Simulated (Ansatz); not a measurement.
A relaxation computed with Ansatz, from input to last step.

```yaml
crystal:
  lattice:
    - [4.1663105654, 4.1663105654, 4.1663105654]
    - [0.0, -8.3326211309, 4.1663105654]
    - [4.1663105654, 0.0, -8.3326211309]
  atoms:
    - { symbol: Cu, position: [0.5326384231, 0.6405313142, 0.7129596495] }
    - { symbol: Cu, position: [0.8230935815, 0.7843374366, 0.4315920288] }
    - { symbol: Cu, position: [0.1018823532, 0.9324207448, 0.1460557383] }
    - { symbol: Cu, position: [0.6830572056, 0.210174206, 0.5681727186] }
    - { symbol: Cu, position: [0.9622350395, 0.3583744254, 0.2827393325] }
    - { symbol: Cu, position: [0.2526068925, 0.502096072, 0.0012161006] }
    - { symbol: Cu, position: [0.5258615267, 0.1389791546, 0.2012600066] }
    - { symbol: Cu, position: [0.6761657418, 0.7082172253, 0.0694668882] }
    - { symbol: Cu, position: [0.9495944332, 0.8513935122, 0.7869506636] }
    - { symbol: Cu, position: [0.2592656214, 0.0039292884, 0.5127935376] }
    - { symbol: Cu, position: [0.8354674026, 0.2912829768, 0.9273986652] }
    - { symbol: Cu, position: [0.1092402344, 0.434552375, 0.6448970823] }
    - { symbol: Cu, position: [0.3925168893, 0.5711312876, 0.3569375742] }
    - { symbol: Cu, position: [0.3199844763, 0.796787934, 0.9266547232] }
    - { symbol: Cu, position: [0.4650526555, 0.3461244484, 0.7873600246] }
    - { symbol: Cu, position: [0.7462984228, 0.4931505981, 0.4963555267] }
    - { symbol: Cu, position: [0.0391678608, 0.6495701753, 0.2178952005] }
    - { symbol: Cu, position: [0.6195160399, 0.9284239873, 0.6398792726] }
    - { symbol: Cu, position: [0.8927321101, 0.0713596484, 0.3571715437] }
    - { symbol: Cu, position: [0.1653680274, 0.213971157, 0.0742433395] }
    - { symbol: Cu, position: [0.7299857156, 1.0023455587, 0.9949774257] }
    - { symbol: Cu, position: [0.8928019572, 0.5714806804, 0.8572454213] }
    - { symbol: Cu, position: [0.1757582088, 0.7094513398, 0.5689641064] }
    - { symbol: Cu, position: [0.4670664515, 0.8597293502, 0.2892320695] }
    - { symbol: Cu, position: [0.0546728075, 0.1403767383, 0.7191285973] }
    - { symbol: Cu, position: [0.318300319, 0.2828722202, 0.4250806393] }
    - { symbol: Cu, position: [0.6094263035, 0.4330520804, 0.1452069898] }
    - { symbol: O, position: [0.4853487922, 0.0106782287, -0.012138464], spin: 1.0 }
    - { symbol: O, position: [0.6366905307, 0.5632442416, 0.852783664] }
    - { symbol: O, position: [0.9271054072, 0.710618655, 0.575151202] }
    - { symbol: O, position: [0.2185470501, 0.8661014401, 0.2926138375] }
    - { symbol: O, position: [0.8016331494, 0.1439206246, 0.7140192825] }
    - { symbol: O, position: [0.069298169, 0.288027349, 0.4286881024] }
    - { symbol: O, position: [0.354518687, 0.4247487921, 0.1419230779] }
    - { symbol: O, position: [0.1488380416, 0.5796474771, 0.8615877799] }
    - { symbol: O, position: [0.2959311569, 0.1312035271, 0.7255417687], spin: 1.0 }
    - { symbol: O, position: [0.5668588869, 0.2766261679, 0.4215809551] }
    - { symbol: O, position: [0.8582614486, 0.4321912335, 0.1392405862] }
    - { symbol: O, position: [0.430488817, 0.7175043121, 0.5719390101] }
    - { symbol: O, position: [0.7160972219, 0.8547100643, 0.2856645022] }
    - { symbol: O, position: [0.9830102775, -0.0013904572, 0.0002637158] }
  host:
    lattice:
      - [4.1663105654, 0.0, 0.0]
      - [0.0, 4.1663105654, 0.0]
      - [0.0, 0.0, 4.1663105654]
    atoms:
      - { symbol: Cu, position: [0.25, 0.25, 0.75] }
      - { symbol: Cu, position: [0.75, 0.25, 0.25] }
      - { symbol: Cu, position: [0.25, 0.75, 0.25] }
      - { symbol: Cu, position: [0.75, 0.75, 0.75] }
      - { symbol: O, position: [0.5, 0.5, 0.5] }
      - { symbol: O, position: [0.0, 0.0, 0.0] }
total_charge: -1
basis:
  ecutwfc: 420
  xc_grid: 2
kpoints:
  mp_grid: { grid: [2, 2, 2], shift: [0.5, 0.5, 0.5] }
hamiltonian:
  xc: lda
scf:
  occupations: { method: gaussian, width: 0.01 }
output:
  forces: true
  stress: false
  eigenvalues: true
  populations: true
  charged_corrections:
    defect_position: [0.39285714, 0.07142857, 0.85714286]
    epsilon: [[10.9128, 0.0, 0.0], [0.0, 10.9128, 0.0], [0.0, 0.0, 10.9128]]
magnetization:
  spin_polarized: true
relax:
  adjacent_minimum: "off"
  f_tol: 0.025
  max_steps: 45
```

```bash
ansatz run input.yaml --threads 4 --pin off --max-ram 8192MiB --backend cpu --events-out ev --progress --plain --runs-dir out
```

All numbers below come from DFT LDA, scalar-relativistic, plane waves, PAW in Ansatz.

The cell holds a point defect: Cu vacancy (site c), charge −1.

Of 4 frames 3 are shown, positions in Å and forces in eV/Å; the SCF threshold varies from step to step.

```xyz
41
Lattice="4.1663 4.1663 4.1663 0.0000 -8.3326 4.1663 4.1663 0.0000 -8.3326" Properties=species:S:1:pos:R:3:forces:R:3 pbc="T T T" step=1 free_energy_over_end_meV_per_atom=0.88
Cu    5.1895   -3.1182   -1.0530   -0.0019   -0.0005   -0.0001
Cu    5.2274   -3.1063    3.1008   -0.0170    0.0088   -0.0036
Cu    1.0330   -7.3450    3.0922   -0.0067   -0.0075   -0.0076
Cu    5.2130    1.0945   -1.0129    0.0060    0.0053    0.0024
Cu    5.1870    1.0228    3.1461    0.0130   -0.0057    0.0019
Cu    1.0575   -3.1313    3.1342    0.0040    0.0001    0.0007
Cu    3.0294    1.0328    1.0929    0.3073   -0.2153   -0.2849
Cu    3.1065   -3.0842    5.1889    0.0015    0.0017   -0.0027
Cu    7.2350   -3.1380    0.9461   -0.0084    0.0002   -0.0167
Cu    3.2166    1.0474   -3.1764   -0.2996    0.1977    0.2552
Cu    7.3446    1.0537   -3.0333    0.0035    0.0003    0.0141
Cu    3.1420   -3.1658   -3.1081   -0.0018   -0.0016    0.0038
Cu    3.1225   -3.1237    1.0406    0.0001   -0.0002    0.0008
Cu    5.1939   -5.3062   -3.0686    0.1234   -0.0935    0.0907
Cu    5.2179   -0.9466   -3.1812   -0.2252    0.1926   -0.2092
Cu    5.1773   -0.9999    1.0280    0.0021    0.0051   -0.0098
Cu    1.0710   -5.2494    1.0539   -0.0008   -0.0076    0.0097
Cu    5.2470   -5.1551    1.1173   -0.0027    0.0077    0.0114
Cu    5.2075    3.1248    1.0405   -0.0030   -0.0011    0.0010
Cu    0.9983   -1.0940    0.9618    0.0039   -0.0099   -0.0132
Cu    7.1867   -5.3108   -1.0733    0.1460    0.1196    0.0836
Cu    7.2912   -1.0422   -1.0424   -0.0009   -0.0008    0.0001
Cu    3.1027   -5.1793   -1.0529   -0.0113    0.0200   -0.0067
Cu    3.1510   -5.2179    3.1178    0.0030    0.0013    0.0003
Cu    3.2239   -0.9419   -5.1796   -0.3562   -0.3293   -0.2644
Cu    3.0972   -1.0309   -1.0374   -0.0023   -0.0012   -0.0008
Cu    3.1440   -1.0694    3.1333    0.0098   -0.0209    0.0089
O     1.9715    1.9331    2.1677   -0.5798    0.1902    0.1437
O     6.2056   -2.0406   -2.1066    0.0134    0.0160   -0.0086
O     6.2589   -2.0587    2.0307    0.0039    0.0074    0.0083
O     2.1297   -6.3064    2.0807    0.0221    0.0275    0.0127
O     6.3147    2.1406   -2.0102    0.0144   -0.0182   -0.0078
O     2.0748   -2.1113   -2.0834    0.0065   -0.0001    0.0036
O     2.0683   -2.0622    2.0641    0.0065    0.0114    0.0077
O     4.2097   -4.2099   -4.1442   -0.0126   -0.0083    0.0109
O     4.2558    0.1397   -4.2661    0.8870   -0.0589    0.1863
O     4.1181    0.0567    0.0013   -0.0129   -0.0238   -0.0056
O     4.1559   -0.0255    4.2162   -0.0068   -0.0059   -0.0096
O     4.1764   -4.1851    0.0171   -0.0045   -0.0126   -0.0082
O     4.1737   -4.1385    4.1641   -0.0077    0.0003   -0.0027
O     4.0966    4.1071    4.0875   -0.0154    0.0097    0.0048
41
Lattice="4.1663 4.1663 4.1663 0.0000 -8.3326 4.1663 4.1663 0.0000 -8.3326" Properties=species:S:1:pos:R:3:forces:R:3 pbc="T T T" step=2 free_energy_over_end_meV_per_atom=0.42
Cu    5.1887   -3.1169   -1.0539    0.0007    0.0002    0.0007
Cu    5.2258   -3.1045    3.1000   -0.0104    0.0060   -0.0027
Cu    1.0332   -7.3463    3.0906   -0.0047   -0.0064   -0.0054
Cu    5.2127    1.0955   -1.0120    0.0045    0.0054    0.0028
Cu    5.1878    1.0210    3.1465    0.0080   -0.0043    0.0016
Cu    1.0582   -3.1326    3.1350    0.0006   -0.0001   -0.0002
Cu    3.0262    1.0315    1.0947    0.2037   -0.1307   -0.1830
Cu    3.1058   -3.0829    5.1890    0.0010    0.0028   -0.0015
Cu    7.2336   -3.1369    0.9443   -0.0085   -0.0023   -0.0126
Cu    3.2206    1.0491   -3.1774   -0.2023    0.1182    0.1595
Cu    7.3455    1.0519   -3.0324    0.0063    0.0026    0.0115
Cu    3.1421   -3.1664   -3.1079   -0.0014   -0.0025    0.0023
Cu    3.1224   -3.1241    1.0404    0.0001   -0.0001    0.0005
Cu    5.1932   -5.3074   -3.0652    0.0915   -0.0681    0.0661
Cu    5.2183   -0.9446   -3.1842   -0.1622    0.1374   -0.1517
Cu    5.1762   -0.9988    1.0266    0.0020    0.0038   -0.0074
Cu    1.0720   -5.2509    1.0548   -0.0013   -0.0055    0.0071
Cu    5.2473   -5.1548    1.1178   -0.0025    0.0055    0.0088
Cu    5.2069    3.1249    1.0407   -0.0020   -0.0008    0.0003
Cu    0.9981   -1.0950    0.9605    0.0029   -0.0065   -0.0091
Cu    7.1836   -5.3114   -1.0712    0.0990    0.0736    0.0474
Cu    7.2910   -1.0420   -1.0422   -0.0008   -0.0006    0.0000
Cu    3.1013   -5.1771   -1.0542   -0.0095    0.0151   -0.0037
Cu    3.1515   -5.2176    3.1185    0.0039   -0.0006   -0.0002
Cu    3.2275   -0.9420   -5.1827   -0.2392   -0.2090   -0.1631
Cu    3.0962   -1.0308   -1.0379   -0.0036    0.0004    0.0001
Cu    3.1451   -1.0723    3.1342    0.0086   -0.0161    0.0049
O     1.9577    1.9308    2.1758   -0.3886    0.1266    0.0905
O     6.2045   -2.0386   -2.1076    0.0068    0.0110   -0.0037
O     6.2578   -2.0573    2.0297    0.0035    0.0030    0.0070
O     2.1319   -6.3071    2.0810    0.0158    0.0139    0.0090
O     6.3155    2.1400   -2.0103    0.0099   -0.0101    0.0017
O     2.0743   -2.1119   -2.0835    0.0020    0.0030   -0.0009
O     2.0681   -2.0629    2.0641    0.0050    0.0074    0.0029
O     4.2104   -4.2112   -4.1428   -0.0059   -0.0068    0.0056
O     4.2742    0.1435   -4.2698    0.5963   -0.0475    0.1304
O     4.1160    0.0576    0.0011   -0.0108   -0.0110   -0.0041
O     4.1566   -0.0275    4.2167   -0.0044   -0.0029   -0.0072
O     4.1765   -4.1852    0.0165   -0.0035   -0.0083   -0.0034
O     4.1733   -4.1373    4.1646   -0.0016   -0.0027    0.0010
O     4.0958    4.1071    4.0869   -0.0090    0.0075   -0.0013
41
Lattice="4.1663 4.1663 4.1663 0.0000 -8.3326 4.1663 4.1663 0.0000 -8.3326" Properties=species:S:1:pos:R:3:forces:R:3 pbc="T T T" step=4 free_energy_over_end_meV_per_atom=0.00
Cu    5.1831   -3.1145   -1.0527   -0.0011   -0.0040    0.0057
Cu    5.2212   -3.1016    3.1007   -0.0004   -0.0010    0.0001
Cu    1.0330   -7.3540    3.0805    0.0023    0.0030    0.0011
Cu    5.2130    1.1029   -1.0012   -0.0004   -0.0011   -0.0010
Cu    5.1918    1.0172    3.1465   -0.0005   -0.0002    0.0004
Cu    1.0625   -3.1352    3.1329   -0.0008    0.0023   -0.0043
Cu    3.0223    1.0395    1.1019    0.0086   -0.0192   -0.0110
Cu    3.0987   -3.0774    5.1908    0.0044   -0.0003   -0.0060
Cu    7.2233   -3.1401    0.9335    0.0003    0.0007    0.0012
Cu    3.2232    1.0414   -3.1887   -0.0081    0.0220    0.0133
Cu    7.3563    1.0555   -3.0199   -0.0031    0.0010   -0.0008
Cu    3.1471   -3.1727   -3.1105   -0.0031   -0.0013    0.0044
Cu    3.1229   -3.1246    1.0406   -0.0006   -0.0001   -0.0003
Cu    5.1989   -5.3122   -3.0588   -0.0143    0.0091   -0.0087
Cu    5.2125   -0.9391   -3.1951    0.0159   -0.0089    0.0116
Cu    5.1728   -0.9953    1.0221   -0.0010    0.0000    0.0009
Cu    1.0746   -5.2556    1.0590    0.0004   -0.0002   -0.0016
Cu    5.2471   -5.1523    1.1283   -0.0002   -0.0030   -0.0029
Cu    5.2062    3.1243    1.0405    0.0002    0.0002   -0.0007
Cu    0.9987   -1.0969    0.9514    0.0020   -0.0003    0.0041
Cu    7.1795   -5.3194   -1.0744    0.0065    0.0092    0.0159
Cu    7.2891   -1.0423   -1.0432    0.0008    0.0015    0.0007
Cu    3.0923   -5.1721   -1.0564    0.0060   -0.0009   -0.0002
Cu    3.1559   -5.2225    3.1199   -0.0005   -0.0027   -0.0022
Cu    3.2316   -0.9321   -5.1781   -0.0078   -0.0114   -0.0209
Cu    3.0911   -1.0275   -1.0398    0.0005    0.0023    0.0042
Cu    3.1539   -1.0785    3.1373   -0.0059    0.0019    0.0000
O     1.9220    1.9208    2.1974   -0.0045    0.0006    0.0002
O     6.1931   -2.0311   -2.1089    0.0018   -0.0026    0.0013
O     6.2538   -2.0572    2.0251    0.0011    0.0019   -0.0059
O     2.1401   -6.3150    2.0785   -0.0058    0.0018    0.0006
O     6.3201    2.1435   -1.9996   -0.0037   -0.0024   -0.0032
O     2.0770   -2.1157   -2.0880    0.0015   -0.0029   -0.0010
O     2.0698   -2.0591    2.0625    0.0020   -0.0013   -0.0015
O     4.2185   -4.2191   -4.1440   -0.0013    0.0025   -0.0024
O     4.3232    0.1606   -4.2848    0.0053    0.0009    0.0007
O     4.1073    0.0641    0.0025    0.0049   -0.0021   -0.0037
O     4.1597   -0.0280    4.2220    0.0006   -0.0005    0.0044
O     4.1755   -4.1900    0.0179   -0.0007    0.0008    0.0010
O     4.1693   -4.1346    4.1689   -0.0025    0.0032    0.0010
O     4.0918    4.1046    4.0781    0.0014    0.0016    0.0054
```

It took 6.9 min on 4 threads of Intel(R) Xeon(R) Processor @ 2.70GHz, on a shared host, peak memory 3.8 GiB.